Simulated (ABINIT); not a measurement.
## TiC: single point with PBE

Crystal: TiC.

```xyz
2
Lattice="0.0000 2.1657 2.1657 2.1657 0.0000 2.1657 2.1657 2.1657 0.0000" Properties=species:S:1:pos:R:3 pbc="T T T"
Ti    0.0000    0.0000    0.0000
C     2.1657    2.1657    2.1657
```

The cell is a database's computed one.

```
Program             : ABINIT 10.8.3 (patched build)
Task                : single point
Functional          : PBE
Potentials or basis : PseudoDojo NC SR PBE v0.4.1 standard
Cutoff              : 952 eV
k mesh              : 8 × 8 × 8
Occupations         : fermi-dirac, width 0.05 eV
Spin                : no spin polarisation
```

```
Band gap on the k mesh                                : none (metal or under the smearing width)
Valence electrons inside the program's atomic spheres : Ti 9.54; C 3.91
```

Levels at points of the mesh, in eV from the Fermi level:
| k point | band 5 | band 6 | band 7 | band 8 | band 9 | band 10 | band 11 | band 12 |
| --- | --- | --- | --- | --- | --- | --- | --- | --- |
| (0.00, 0.00, 0.00) | -12.36 | 0.75 | 0.75 | 0.75 | 1.72 | 1.72 | 1.79 | 1.79 |
| (0.50, 0.00, 0.00) | -8.88 | -5.80 | -2.85 | -2.85 | 2.98 | 2.98 | 4.16 | 8.23 |
| (0.50, 0.50, 0.00) | -10.08 | -3.39 | -1.57 | 0.01 | 0.01 | 2.79 | 3.58 | 3.58 |

Wall time 6.1 s on 4 MPI ranks on Arm Neoverse V1, with other jobs on the host, peak memory 0.24 GiB a rank.
